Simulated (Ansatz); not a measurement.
## Elastic constants of CaF$_{2}$: input and output

Method: Ansatz 0.2.0, DFT HSE06, scalar-relativistic, plane waves, PAW.

Launched with:
```bash
ansatz run input.yaml --threads 4 --pin off --max-ram 12288MiB --backend cpu --events-out ev --progress --plain --runs-dir out
```

Input (bare energies are in eV):
```yaml
crystal:
  lattice:
    - [0.0, 2.7338, 2.7338]
    - [2.7338, 0.0, 2.7338]
    - [2.7338, 2.7338, 0.0]
  atoms:
    - { symbol: Ca, position: [0.0, 0.0, 0.0] }
    - { symbol: F, position: [0.25, 0.25, 0.25] }
    - { symbol: F, position: [0.75, 0.75, 0.75] }
basis:
  ecutwfc: 420
kpoints:
  mp_grid: { grid: [6, 6, 6] }
hamiltonian:
  xc: hse06
scf:
  occupations: { method: fixed }
output:
  forces: true
  stress: true
  eigenvalues: true
elastic:
  mode: relaxed_ion
  stencil: two_point
```

From the output:
```
--- Elastic constants: 2 strain directions × 2 members + reference (group order 48) ---
  dense FFT box of the reference and of every strained cell: 27×27×27
  strains applied: 11, 23; error gains: componentwise 1.00 (the most a stress slope's error grows in a printed constant), spectral 1.73 (1 for all six strains in a standard setting)
  C = ∂σ_k/∂η_j (tension-positive GPa; Voigt order 11 22 33 23 13 12):
       164.896     43.169     43.169      0.000     -0.000     -0.000
        43.169    164.896     43.169     -0.000      0.000      0.000
        43.169     43.169    164.896     -0.000      0.000      0.000
         0.000     -0.000     -0.000     32.859      0.000     -0.000
        -0.000      0.000      0.000     -0.000     32.859      0.000
        -0.000      0.000     -0.000     -0.000     -0.000     32.859
  reference stress σ⁰ (GPa):     -0.004     -0.004     -0.004      0.000      0.000     -0.000
  C* (energy form; C + prestress term) asymmetry max|C*_kj − C*_jk| = 2.132e-14 GPa — a small one proves nothing (zero by symmetry where the batch's group is 432, −43m or m−3m); a large one is finite-difference/SCF noise where every solve ...
  moduli (Voigt/Reuss/Hill, GPa): K = 83.74/83.74/83.74   G = 44.06/40.27/42.17   E = 108.32   ν = 0.284
  mechanically stable: yes (min eigenvalue of sym C = 32.86 GPa)
  strain η (Voigt 11):  stress-route row diagonal C_11 = 164.90 GPa, energy-path curvature d²(F+E_count+ΔE)/dδ²/Ω₀ = 165.29 GPa
         δ    σ_11 (GPa) F (eV) n_scf n_hpsi n_pw
    -2.000e-3      -0.3343       -3440.3702447      30   50569    821   relax 0 steps, max|allowed force component| 1.39e-17 eV/Å
     2.000e-3       0.3253       -3440.3701621      28   48362    821   relax 0 steps, max|allowed force component| 1.39e-17 eV/Å
  strain η (Voigt 23):  stress-route row diagonal C_44 = 32.86 GPa, energy-path curvature d²(F+E_count+ΔE)/dδ²/Ω₀ = 32.08 GPa
         δ    σ_23 (GPa) F (eV) n_scf n_hpsi n_pw
    -2.000e-3      -0.0657       -3440.3702500       4    9967    821   relax 3 steps, max|allowed force component| 3.24e-6 eV/Å
     2.000e-3       0.0657       -3440.3702500       2    5712    821   relax 2 steps, max|allowed force component| 3.40e-5 eV/Å
```

It took 92 s on 4 threads of Intel(R) Xeon(R) Platinum 8488C (Sapphire Rapids) (shared host), peak memory 1.4 GiB.

The cell is the ideal cubic fluorite prototype.